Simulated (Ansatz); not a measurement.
# Ruthenium, dhcp under revPBE: ground state and equation of state

What does revPBE give for ruthenium in the dhcp structure? We relax it, solve it on a dense k-mesh, then scale the cell to 7 volumes from 88 to 112 % of the relaxed one and try a fit of the equation of state. Spin polarisation is left out. The k-meshes are 13×13×4 for the relaxation; 17×17×5 for the dense run; 15×15×4 for the volumes.

Computed with Ansatz 0.2.0 (DFT revPBE, plane waves (420 eV) with PAW, scalar-relativistic; PBE-made PAW files, unless a step says otherwise).

## (1) The starting structure

The structure is hexagonal, space group P6_3/mmc (No. 194). Conventional cell: a = 2.676 Å, b = 2.676 Å, c = 8.741 Å, α = 90.00°, β = 90.00°, γ = 120.00°. Ru (site symmetry -3m) has 12 Ru at 2.68 Å as nearest neighbours. Around Ru (site symmetry -6m2) lie 12 Ru at 2.68 Å.

As a file:

```
CELL_PARAMETERS angstrom
2.67630 0.00000 0.00000
-1.33815 2.31775 0.00000
0.00000 0.00000 8.74081
ATOMIC_POSITIONS crystal
Ru 0.00000 0.00000 0.00000
Ru 0.00000 0.00000 0.50000
Ru 0.33333 0.66667 0.25000
Ru 0.66667 0.33333 0.75000
```

## (2) Relaxation of the cell

File input.yaml:

```yaml
crystal:
  lattice:
    - [2.6763033576, 0.0, 0.0]
    - [-1.3381516788, 2.317746696, 0.0]
    - [0.0, 0.0, 8.7408067661]
  atoms:
    - { symbol: Ru, position: [0.0, 0.0, 0.0] }
    - { symbol: Ru, position: [0.0, 0.0, 0.5] }
    - { symbol: Ru, position: [0.3333333333, 0.6666666667, 0.25] }
    - { symbol: Ru, position: [0.6666666667, 0.3333333333, 0.75] }
hamiltonian:
  xc: revpbe
  pseudopotentials:
    kind: paw
    azcp:
      Ru: "pseudopotentials/Ru.paw.azcp"
basis:
  ecutwfc: 420
  fft_grid_basis: typed
kpoints:
  mp_grid: { grid: [13, 13, 4], shift: [0, 0, 0] }
magnetization:
  spin_polarized: false
scf:
  occupations: { method: fermi_dirac, width: 0.1 }
relax:
  max_steps: 60
  f_tol: 0.01
  cell: {}
output:
  write_density: true
  write_potential: true
  elf: true
  volumetric_format: npy
```

Command:

```console
$ ansatz run input.yaml --threads 2 --pin off --max-ram 5120MiB --backend cpu --events-out ev --progress --plain --runs-dir out
```

Output, cut to the lines that bear on the results:

```text
Warning: RAYON_NUM_THREADS=2 ignored (pool sized by the plan → 2); use --threads N
[...]
Pseudopotentials: kind: paw
Pseudopotential: Ru, paw, valence charge 16, recommended cutoff 420 eV (normal), <dir>
Functional definition: revPBE
[...]
Crystal: 4 atoms, lattice volume = 54.219 Å³
Basis set: ecut = 420 eV, 1091 PW (Γ), exchange–correlation on 36×36×120 points (8 copies of the dense FFT grid, shifted against one another)
Bands: 39, of which v1, the nominal top of the filled ones, is band 32 counted from 1 (31 counted from 0)
Symmetry: 24 space group operations
Space group: P63/mmc (ITA 194), of the structure as read, at distance tolerance 3.8e-5 Å
k-points: 63 of 676
[...]
SCF iter   1: F=—  HF=-23535.182142 eV  |F-HF|=—  |Δ(HF+E_count)|=         —  Δρ=8.29e-3  dr2=1.66e-2  ethr=1.77e-3  ⟨swp⟩=5.3  Hψ=8360  notcnv=0
[...]
relax step   1: F+E_penalty+E_count = -23535.18564064 eV  Δ(F+E_penalty+E_count) = +0.000e0 eV  max|allowed force component| = 2.660e-17 eV/Å  Δτ_max = 0.0000 Å  P = +9.768 GPa  Ω = 54.219 Å³  (6 SCF iters, dr2 threshold 1.00e-7 eV, accepted)
[...]
relax step   4: F+E_penalty+E_count = -23535.24949655 eV  Δ(F+E_penalty+E_count) = -4.316e-4 eV  max|allowed force component| = 1.793e-17 eV/Å  Δτ_max = 0.0000 Å  P = -0.007 GPa  Ω = 55.922 Å³  energy of the carried Pulay correction = -9.764e-4 eV  (6 SCF iters, dr2 threshold 4.00e-7 eV, accepted)
[...]
relax step   5: F+E_penalty+E_count = -23535.25030987 eV  Δ(F+E_penalty+E_count) = -8.133e-4 eV  max|allowed force component| = 2.544e-17 eV/Å  Δτ_max = 0.0000 Å  P = -0.029 GPa  Ω = 55.922 Å³  stress off target by 3.39e-2 GPa  SCF on the basis re-selected at this cell (its energy is not [...]
SCF converged after 9 iterations
Free energy (F): -23535.250310 eV
[...]
E sigma→0 (E₀):  -23535.168369 eV
Entropy (-TS):   -0.163882 eV (-40.971 meV/atom)
Fermi energy:    22.739552 eV
[...]
--- Forces (eV/Å), atoms counted from 1 ---
  atom   1  Ru     0.00000000     0.00000000     0.00000000
  atom   2  Ru    -0.00000000     0.00000000     0.00000000
  atom   3  Ru    -0.00000000    -0.00000000     0.00000000
  atom   4  Ru     0.00000000     0.00000000     0.00000000
[...]
--- Stress (GPa, compression-positive) ---
       -0.033917       0.000000       0.000000
       -0.000000      -0.033917       0.000000
        0.000000       0.000000      -0.019897
  P = ⅓ Tr σ = -0.0292 GPa (-0.292 kbar)
--- Band table (eV; the first three rows and the last of 63) ---
[...]
--- Relaxed structure (4 steps of the walk, 4 accepted, 1 SCFs on fresh bases) ---
  F+E_penalty+E_count = -23535.25030987 eV   max|allowed force component| = 2.544e-17 eV/Å   (the final SCF, on the basis selected at the relaxed cell)
  cell:  # Å, volume = 55.9220 Å³
    - [2.7195745510706266, 0.0, 0.0]
    - [-1.3597872755353133, 2.355220648712823, 0.0]
    - [0.0, 0.0, 8.730718922511304]
  atoms:
    - { symbol: Ru, position: [2.184381782788009e-34, 3.8085175257375576e-35, 0.0] }
    - { symbol: Ru, position: [1.6329014086424273e-34, -2.423602061832999e-35, 0.5] }
    - { symbol: Ru, position: [0.33333333333333326, 0.6666666666666666, 0.25] }
    - { symbol: Ru, position: [0.6666666666666667, 0.33333333333333326, 0.7500000000000001] }
```

It took 14 s on 2 threads of Intel Xeon Platinum 8375C at 2.90GHz (Ice Lake), shared host; peak memory 0.46 GiB.

The walk, from the log:

| step | energy change (meV/atom) | largest force (eV/Å) | pressure (GPa) | volume (Å³/atom) |
| --- | --- | --- | --- | --- |
| 1 | 0.00 | 0.0000 | 9.77 | 13.555 |
| 2 | -2.16 | 0.0000 | -8.49 | 14.429 |
| 3 | -15.86 | 0.0000 | -0.71 | 14.015 |
| 4 | -15.96 | 0.0000 | -0.01 | 13.980 |
| 5 | -16.17 | 0.0000 | -0.03 | 13.980 |

Steps that repeat a cell are solved on a basis chosen anew, so their changes of energy are no gain of the relaxation.

The cell of the run, before and after:

|  | before | after | change |
| --- | --- | --- | --- |
| a (Å) | 2.676 | 2.720 | +1.6 % |
| b (Å) | 2.676 | 2.720 | +1.6 % |
| c (Å) | 8.741 | 8.731 | -0.1 % |
| volume (Å³/atom) | 13.555 | 13.980 | +3.1 % |
| shortest distance (Å) | 2.676 | 2.689 | +0.5 % |
| space group (spins left aside) | P6_3/mmc | P6_3/mmc | same |

## (3) Single point on a dense mesh

File input.yaml:

```yaml
crystal:
  lattice:
    - [2.7195745511, 0.0, 0.0]
    - [-1.3597872755, 2.3552206487, 0.0]
    - [0.0, 0.0, 8.7307189225]
  atoms:
    - { symbol: Ru, position: [0.0, 0.0, 0.0] }
    - { symbol: Ru, position: [0.0, 1.0, 0.5] }
    - { symbol: Ru, position: [0.3333333333, 0.6666666667, 0.25] }
    - { symbol: Ru, position: [0.6666666667, 0.3333333333, 0.75] }
hamiltonian:
  xc: revpbe
  pseudopotentials:
    kind: paw
    azcp:
      Ru: "pseudopotentials/Ru.paw.azcp"
basis:
  ecutwfc: 420
  fft_grid_basis: typed
kpoints:
  mp_grid: { grid: [17, 17, 5], shift: [0, 0, 0] }
magnetization:
  spin_polarized: false
scf:
  occupations: { method: fermi_dirac, width: 0.1 }
```

Command:

```console
$ ansatz run input.yaml --threads 2 --pin off --max-ram 5120MiB --backend cpu --events-out ev --progress --plain --runs-dir out
```

Output, cut to the lines that bear on the results:

```text
Warning: RAYON_NUM_THREADS=2 ignored (pool sized by the plan → 2); use --threads N
[...]
[... 3 set-up lines as earlier in the session ...]
[...]
Crystal: 4 atoms, lattice volume = 55.922 Å³
Basis set: ecut = 420 eV, 1091 PW (Γ)
Bands: 39, of which v1, the nominal top of the filled ones, is band 32 counted from 1 (31 counted from 0)
[... 2 set-up lines as earlier in the session ...]
k-points: 99 of 1445
[...]
SCF iter   1: F=—  HF=-23535.253244 eV  |F-HF|=—  |Δ(HF+E_count)|=         —  Δρ=8.76e-3  dr2=1.51e-2  ethr=1.77e-3  ⟨swp⟩=5.1  Hψ=12761  notcnv=0
[...]
SCF iter   6: F=-23535.257680 eV  HF=-23535.257680 eV  |F-HF|=1.88e-9  |Δ(HF+E_count)|=   1.93e-8  Δρ=6.45e-6  dr2=1.32e-8  ethr=1.56e-10  ⟨swp⟩=2.9  Hψ=7852  notcnv=0
[...]
SCF converged after 6 iterations
Free energy (F): -23535.257680 eV
[...]
E sigma→0 (E₀):  -23535.178845 eV
Entropy (-TS):   -0.157671 eV (-39.418 meV/atom)
Fermi energy:    22.717824 eV
[...]
```

Wall time 3.1 s (2 threads of Intel Xeon Platinum 8375C at 2.90GHz (Ice Lake), shared host); peak memory 0.47 GiB.

## (4) The cell scaled to 88 % of its volume

Edit input.yaml of step 3 so:

```diff
@@ -2,5 +2,5 @@
   lattice:
-    - [2.7195745511, 0.0, 0.0]
-    - [-1.3597872755, 2.3552206487, 0.0]
-    - [0.0, 0.0, 8.7307189225]
+    - [2.6061247014, 0.0, 0.0]
+    - [-1.3030623507, 2.2569701968, 0.0]
+    - [0.0, 0.0, 8.3665080024]
   atoms:
@@ -20,3 +20,3 @@
 kpoints:
-  mp_grid: { grid: [17, 17, 5], shift: [0, 0, 0] }
+  mp_grid: { grid: [15, 15, 4], shift: [0, 0, 0] }
 magnetization:
@@ -25 +25,8 @@
   occupations: { method: fermi_dirac, width: 0.1 }
+  lower_state_search: "off"
+output:
+  stress: true
+  write_density: true
+  write_potential: true
+  elf: true
+  volumetric_format: npy
```

Command:

```console
$ ansatz run input.yaml --threads 2 --pin off --max-ram 5120MiB --backend cpu --events-out ev --progress --plain --runs-dir out
```

Output:

```text
Warning: RAYON_NUM_THREADS=2 ignored (pool sized by the plan → 2); use --threads N
Engine: ansatz 0.2.0, x86_64-unknown-linux-gnu
[... 3 set-up lines as earlier in the session ...]
  parameter kappa = 1.245
  parameter beta = 0.06672455060314922
  exchange = pbe_x(kappa = kappa, mu = beta*pi^2/3)
  correlation = pbe_c(beta = beta)
Crystal: 4 atoms, lattice volume = 49.211 Å³
Basis set: ecut = 420 eV, 981 PW (Γ)
Bands: 39, of which v1, the nominal top of the filled ones, is band 32 counted from 1 (31 counted from 0)
[... 1 set-up line as earlier in the session ...]
Space group: P63/mmc (ITA 194), of the structure as read, at distance tolerance 3.7e-5 Å
k-points: 81 of 900
Non-local potential: Ru, projectors of the file, l = 0: 3, l = 1: 2, l = 2: 2, l = 3: 1
PAW form: soft (Blöchl's): semilocal exchange-correlation on the pseudo side does not see the compensation charge
PAW frozen core: Ru, regenerated for the run's functional, and the local potential with it (the file was generated under x = pbe(κ = 0.804, μ = 0.2195149727645171), c = pbe(β = 0.06672455060314922))
PAW one-centre angular grid: Ru, 590 points (default); XC on 64 Gauss nodes
Initial density: superposition of atomic densities (neutral atoms: chi_scale 0, normalization atom), corrected by the library's trained network
Initial wavefunctions: pseudopotential atomic-orbital guess
Functional: x = revpbe(κ = 1.245, μ = 0.2195149727645171), c = pbe(β = 0.06672455060314922)
SCF iter   1: F=—  HF=-23534.328442 eV  |F-HF|=—  |Δ(HF+E_count)|=         —  Δρ=9.62e-3  dr2=2.43e-2  ethr=1.77e-3  ⟨swp⟩=5.8  Hψ=11654  notcnv=0
preconditioner: auto → Kerker (q_TF=auto, 2.850 Å⁻¹)  [metal: Δε(μ)=0.027 eV  Ē_g=5.951 eV  σ=0.100 eV  W_gap=0.07  n_scr=12 (ndim 8)  ℏωp=29.9 eV  f_vac=0.000  D(μ)=3.57/eV (n_scr^D=50)]
SCF iter   2: F=—  HF=-23534.327920 eV  |F-HF|=—  |Δ(HF+E_count)|=   5.23e-4  Δρ=5.17e-3  dr2=6.27e-3  ethr=3.79e-5  ⟨swp⟩=2.1  Hψ=4893  notcnv=0
SCF iter   3: F=—  HF=-23534.328299 eV  |F-HF|=—  |Δ(HF+E_count)|=   3.79e-4  Δρ=5.54e-4  dr2=5.66e-5  ethr=9.80e-6  ⟨swp⟩=1.6  Hψ=4094  notcnv=0
SCF iter   4: F=—  HF=-23534.328311 eV  |F-HF|=—  |Δ(HF+E_count)|=   1.16e-5  Δρ=9.08e-5  dr2=4.30e-6  ethr=8.84e-8  ⟨swp⟩=2.0  Hψ=5305  notcnv=0
SCF iter   5: F=—  HF=-23534.328310 eV  |F-HF|=—  |Δ(HF+E_count)|=   2.05e-7  Δρ=2.90e-5  dr2=3.24e-7  ethr=6.72e-9  ⟨swp⟩=2.1  Hψ=4710  notcnv=0
SCF iter   6: F=-23534.328310 eV  HF=-23534.328310 eV  |F-HF|=7.78e-9  |Δ(HF+E_count)|=   3.92e-8  Δρ=6.17e-6  dr2=2.16e-8  ethr=1.56e-10  ⟨swp⟩=8.0  Hψ=20083  notcnv=0
SCF 1 converged in 6 iterations: F = -23534.328310 eV  dr2 = 2.16e-8
SCF converged after 6 iterations
Free energy (F): -23534.328310 eV
Harris-Foulkes:  -23534.328310 eV  (|F-HF|=7.78e-9)
Internal energy: -23534.210024 eV  (E = F + TS)
E sigma→0 (E₀):  -23534.269167 eV
Entropy (-TS):   -0.118286 eV (-29.572 meV/atom)
Fermi energy:    26.535599 eV
--- Per-component energies (eV) ---
  E_band       = -36.379802
  E_kinetic    = 2077.721780
  E_local      = -4618.395308  (includes V_loc(G=0)·N_el)
  E_nonlocal   = 1372.376291
  E_hartree    = 1492.786738
  E_xc         = -769.896807
  E_vxc        = -966.713744  (∫ρ·V_xc dr)
  E_paw        = -13864.954438  (= ΣΔE_a)
  E_vpaw       = -886.935235  (= ΣTr[D̂ρ^β])
  E_aug_tail   = -0.000702  (compensation charges beyond the density's cutoff)
  E_ewald      = -9223.559228
  E_core_change = -0.288350  (= ΣΔE_core)
  E_smearing   = -0.118286  (= −TS)
  E_closure    = 0.000000  (closes the sum)
  Σ components = -23534.328310   (vs F -23534.328310, Δ=0.00e0)
--- Stress (GPa, compression-positive) ---
       49.925051       0.000000       0.000000
       -0.000000      49.925051       0.000000
        0.000000       0.000000      53.284293
  P = ⅓ Tr σ = 51.0448 GPa (510.448 kbar)
--- Band table (eV; the first three rows and the last of 81) ---
  k-point 0: bands = ["-46.7936", "-46.6703", "-46.6252", "-46.4985", "-17.4589", "-16.7457", "-16.6818", "-16.1802", "-16.1802", "-16.0890", "-16.0890", "-16.0573", "-16.0573", "-15.9644", "-15.9644", "-15.9249", "18.0182", "19.5841", "19.9336", "19.9403", "23.2770", "23.2770", "23.3181", "23.3181", "23.4280", "23.4448", "23.6387", "23.9377", "23.9377", "24.0598", "24.0598", "25.5839", "25.5839", "26.4167", "26.4167", "27.2236", "27.2236", "27.8351", "28.3471"]
  k-point 1: bands = ["-46.7829", "-46.7076", "-46.5873", "-46.5097", "-17.4037", "-17.0051", "-16.4161", "-16.1722", "-16.1722", "-16.1168", "-16.1168", "-16.0292", "-16.0292", "-15.9867", "-15.9726", "-15.9726", "18.2075", "19.4305", "19.6492", "19.9933", "23.1238", "23.3407", "23.3407", "23.3911", "23.3911", "23.5348", "23.8223", "23.8223", "23.9345", "23.9345", "24.4762", "25.7477", "25.7477", "26.3367", "26.3367", "27.2547", "27.3907", "27.3907", "28.1894"]
  k-point 2: bands = ["-46.7524", "-46.7524", "-46.5414", "-46.5414", "-17.2452", "-17.2452", "-16.1605", "-16.1605", "-16.1498", "-16.1498", "-16.1498", "-16.1498", "-15.9956", "-15.9956", "-15.9956", "-15.9956", "18.7331", "18.7331", "19.8186", "19.8186", "23.2906", "23.2906", "23.4775", "23.4775", "23.4775", "23.4775", "23.7193", "23.7193", "23.7193", "23.7193", "25.9212", "25.9212", "26.0760", "26.0760", "26.0760", "26.0760", "27.7982", "27.7982", "27.7982"]
  k-point 80: bands = ["-46.4783", "-46.4783", "-46.4328", "-46.4328", "-17.0980", "-17.0980", "-17.0264", "-17.0264", "-16.8412", "-16.8412", "-16.7486", "-16.7486", "-16.3418", "-16.3418", "-16.2869", "-16.2869", "20.5205", "20.5205", "21.4656", "21.4656", "21.9295", "21.9295", "22.0756", "22.0756", "23.3761", "23.3761", "23.4163", "23.4163", "25.2293", "25.2293", "26.1876", "26.1876", "27.8728", "27.8728", "28.2623", "28.2623", "35.0418", "35.0418", "35.2048"]
```

Run time: 3.8 s. Hardware: 2 threads of Intel Xeon Platinum 8375C at 2.90GHz (Ice Lake), shared host; peak memory 0.45 GiB.

Density in a lattice plane of the grid's cell (edges 2.61 and 8.37 Å, at 0.000 of the third edge), which holds Ru.

Ten even steps from ' ' (0.34 e/Å³) to '@' (10.12 e/Å³):
```
##++..      ..++
..              
                
        ..      
      ..::..    
        ..      
                
..              
##++..      ..++
@@%%--      --%%
##++..      ..++
..              
                
        ..      
      ..::..    
        ..      
                
..              
##++..      ..++
@@%%--      --%%
```
Columns run along the first of these edges and rows up along the second, over one cell in 8 and 20 even steps from the bottom left corner. Atoms in the plane (fractional): Ru at (0.00, 0.00), Ru at (1.00, 0.50).

ELF in the same plane.

Ten even steps from ' ' (0.15) to '@' (0.66):
```
@@@@**::--::**@@
++==::::::::::==
::::::......::::
--::::--==--::::
--::::++##++::::
--::::--==--::::
::::::......::::
++==::::::::::==
@@@@**::--::**@@
  ##%%------%%##
@@@@**::--::**@@
++==::::::::::==
::::::......::::
--::::--==--::::
--::::++##++::::
--::::--==--::::
::::::......::::
++==::::::::::==
@@@@**::--::**@@
  ##%%------%%##
```
Columns run along the first of these edges and rows up along the second, over one cell in 8 and 20 even steps from the bottom left corner. Atoms in the plane (fractional): Ru at (0.00, 0.00), Ru at (1.00, 0.50).

Both are smooth fields of the valence electrons: close to the nuclei they are not physical.

## (5) The cell scaled to 92 % of its volume

Edit input.yaml of step 4 so:

```diff
@@ -2,5 +2,5 @@
   lattice:
-    - [2.6061247014, 0.0, 0.0]
-    - [-1.3030623507, 2.2569701968, 0.0]
-    - [0.0, 0.0, 8.3665080024]
+    - [2.6450278204, 0.0, 0.0]
+    - [-1.3225139102, 2.2906612862, 0.0]
+    - [0.0, 0.0, 8.4913996689]
   atoms:
```

Command:

```console
$ ansatz run input.yaml --threads 2 --pin off --max-ram 5120MiB --backend cpu --events-out ev --progress --plain --runs-dir out
```

Output, cut to the lines that bear on the results:

```text
Warning: RAYON_NUM_THREADS=2 ignored (pool sized by the plan → 2); use --threads N
[...]
[... 3 set-up lines as earlier in the session ...]
[...]
Crystal: 4 atoms, lattice volume = 51.448 Å³
Basis set: ecut = 420 eV, 1031 PW (Γ)
Bands: 39, of which v1, the nominal top of the filled ones, is band 32 counted from 1 (31 counted from 0)
[... 2 set-up lines as earlier in the session ...]
k-points: 81 of 900
[...]
SCF iter   1: F=—  HF=-23534.885481 eV  |F-HF|=—  |Δ(HF+E_count)|=         —  Δρ=9.23e-3  dr2=2.09e-2  ethr=1.77e-3  ⟨swp⟩=5.7  Hψ=11352  notcnv=0
[...]
SCF iter   6: F=-23534.887333 eV  HF=-23534.887333 eV  |F-HF|=6.41e-9  |Δ(HF+E_count)|=   2.92e-8  Δρ=6.59e-6  dr2=1.92e-8  ethr=1.56e-10  ⟨swp⟩=8.0  Hψ=20459  notcnv=0
[...]
SCF converged after 6 iterations
Free energy (F): -23534.887333 eV
[...]
E sigma→0 (E₀):  -23534.824009 eV
Entropy (-TS):   -0.126648 eV (-31.662 meV/atom)
Fermi energy:    25.160621 eV
[...]
--- Stress (GPa, compression-positive) ---
       29.036389       0.000000      -0.000000
        0.000000      29.036389       0.000000
       -0.000000       0.000000      31.498369
  P = ⅓ Tr σ = 29.8570 GPa (298.570 kbar)
--- Band table (eV; the first three rows and the last of 81) ---
[...]
```

It took 4.1 s on 2 threads of Intel Xeon Platinum 8375C at 2.90GHz (Ice Lake), shared host; peak memory 0.46 GiB.

## (6) The cell scaled to 96 % of its volume

Edit input.yaml of step 5 so:

```diff
@@ -2,5 +2,5 @@
   lattice:
-    - [2.6450278204, 0.0, 0.0]
-    - [-1.3225139102, 2.2906612862, 0.0]
-    - [0.0, 0.0, 8.4913996689]
+    - [2.682819038, 0.0, 0.0]
+    - [-1.341409519, 2.3233894406, 0.0]
+    - [0.0, 0.0, 8.6127217697]
   atoms:
@@ -28,5 +28 @@
   stress: true
-  write_density: true
-  write_potential: true
-  elf: true
-  volumetric_format: npy
```

Command:

```console
$ ansatz run input.yaml --threads 2 --pin off --max-ram 5120MiB --backend cpu --events-out ev --progress --plain --runs-dir out
```

Output, cut to the lines that bear on the results:

```text
Warning: RAYON_NUM_THREADS=2 ignored (pool sized by the plan → 2); use --threads N
[...]
[... 3 set-up lines as earlier in the session ...]
[...]
Crystal: 4 atoms, lattice volume = 53.685 Å³
Basis set: ecut = 420 eV, 1067 PW (Γ)
Bands: 39, of which v1, the nominal top of the filled ones, is band 32 counted from 1 (31 counted from 0)
[... 2 set-up lines as earlier in the session ...]
k-points: 81 of 900
[...]
SCF iter   1: F=—  HF=-23535.179505 eV  |F-HF|=—  |Δ(HF+E_count)|=         —  Δρ=8.88e-3  dr2=1.78e-2  ethr=1.77e-3  ⟨swp⟩=5.5  Hψ=11014  notcnv=0
[...]
SCF iter   6: F=-23535.182587 eV  HF=-23535.182587 eV  |F-HF|=8.88e-10  |Δ(HF+E_count)|=   1.62e-8  Δρ=6.03e-6  dr2=1.29e-8  ethr=1.56e-10  ⟨swp⟩=4.0  Hψ=11316  notcnv=0
[...]
SCF converged after 6 iterations
Free energy (F): -23535.182587 eV
[...]
E sigma→0 (E₀):  -23535.114918 eV
Entropy (-TS):   -0.135339 eV (-33.835 meV/atom)
Fermi energy:    23.896927 eV
[...]
--- Stress (GPa, compression-positive) ---
       12.518099       0.000000       0.000000
        0.000000      12.518099       0.000000
        0.000000       0.000000      14.238615
  P = ⅓ Tr σ = 13.0916 GPa (130.916 kbar)
```

It took 3.2 s on 2 threads of Intel Xeon Platinum 8375C at 2.90GHz (Ice Lake), shared host; peak memory 0.45 GiB.

## (7) The cell scaled to 100 % of its volume

Edit input.yaml of step 6 so:

```diff
@@ -2,5 +2,5 @@
   lattice:
-    - [2.682819038, 0.0, 0.0]
-    - [-1.341409519, 2.3233894406, 0.0]
-    - [0.0, 0.0, 8.6127217697]
+    - [2.7195745511, 0.0, 0.0]
+    - [-1.3597872755, 2.3552206487, 0.0]
+    - [0.0, 0.0, 8.7307189225]
   atoms:
@@ -28 +28,5 @@
   stress: true
+  write_density: true
+  write_potential: true
+  elf: true
+  volumetric_format: npy
```

Command:

```console
$ ansatz run input.yaml --threads 2 --pin off --max-ram 5120MiB --backend cpu --events-out ev --progress --plain --runs-dir out
```

Output, cut to the lines that bear on the results:

```text
Warning: RAYON_NUM_THREADS=2 ignored (pool sized by the plan → 2); use --threads N
[...]
[... 3 set-up lines as earlier in the session ...]
[...]
Crystal: 4 atoms, lattice volume = 55.922 Å³
Basis set: ecut = 420 eV, 1091 PW (Γ)
Bands: 39, of which v1, the nominal top of the filled ones, is band 32 counted from 1 (31 counted from 0)
[... 2 set-up lines as earlier in the session ...]
k-points: 81 of 900
[...]
SCF iter   1: F=—  HF=-23535.264725 eV  |F-HF|=—  |Δ(HF+E_count)|=         —  Δρ=8.49e-3  dr2=1.51e-2  ethr=1.77e-3  ⟨swp⟩=5.1  Hψ=10555  notcnv=0
[...]
SCF iter   6: F=-23535.269187 eV  HF=-23535.269187 eV  |F-HF|=1.12e-9  |Δ(HF+E_count)|=   2.32e-8  Δρ=6.33e-6  dr2=1.31e-8  ethr=1.56e-10  ⟨swp⟩=7.4  Hψ=19933  notcnv=0
[...]
SCF converged after 6 iterations
Free energy (F): -23535.269187 eV
[...]
E sigma→0 (E₀):  -23535.197043 eV
Entropy (-TS):   -0.144289 eV (-36.072 meV/atom)
Fermi energy:    22.731825 eV
[...]
--- Stress (GPa, compression-positive) ---
       -0.539254       0.000000       0.000000
        0.000000      -0.539254      -0.000000
        0.000000      -0.000000       0.574009
  P = ⅓ Tr σ = -0.1682 GPa (-1.682 kbar)
--- Band table (eV; the first three rows and the last of 81) ---
[...]
```

Wall time 4.6 s (2 threads of Intel Xeon Platinum 8375C at 2.90GHz (Ice Lake), shared host); peak memory 0.47 GiB.

(Part 1 of 2 ends here.)
